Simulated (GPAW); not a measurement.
SnO2:

```xyz
12
Lattice="5.1753 0.0000 0.0000 0.0000 5.1753 0.0000 0.0000 0.0000 5.1753" Properties=species:S:1:pos:R:3 pbc="T T T"
Sn    0.0000    0.0000    0.0000
Sn    2.5876    0.0000    2.5876
Sn    2.5876    2.5876    0.0000
Sn    0.0000    2.5876    2.5876
O     3.4214    4.3415    0.8337
O     4.3415    0.8337    3.4214
O     0.8337    3.4214    4.3415
O     1.7539    1.7539    1.7539
O     3.4214    3.4214    3.4214
O     4.3415    1.7539    0.8337
O     0.8337    4.3415    1.7539
O     1.7539    0.8337    4.3415
```

Measurements of this composition are mostly on another form, of space group No. 136.

Program: GPAW 26.7.0. Alike in all runs: no spin polarisation; cell as given; cutoff (eV) 800; smearing fermi-dirac 0.05 eV.

**Question.** Order these runs on this cell by their pressure, lowest first.
A. level PBE; potentials or basis GPAW PAW data sets (gpaw-data 1.2.1), pw; k mesh 5 × 5 × 5
B. level PBEsol; potentials or basis PAW data sets generated in the run's folder for this functional, pw; k mesh 4 × 4 × 4; band path GXMGRX,MR; band points 80
C. level LDA; potentials or basis the program's PAW data sets (release 1.2.1) made for this functional, pw; k mesh 4 × 4 × 4; band path GXMGRX,MR; band points 80

**Answer.** C (-14.3 GPa), B (-8.6 GPa), A (-2.0 GPa).
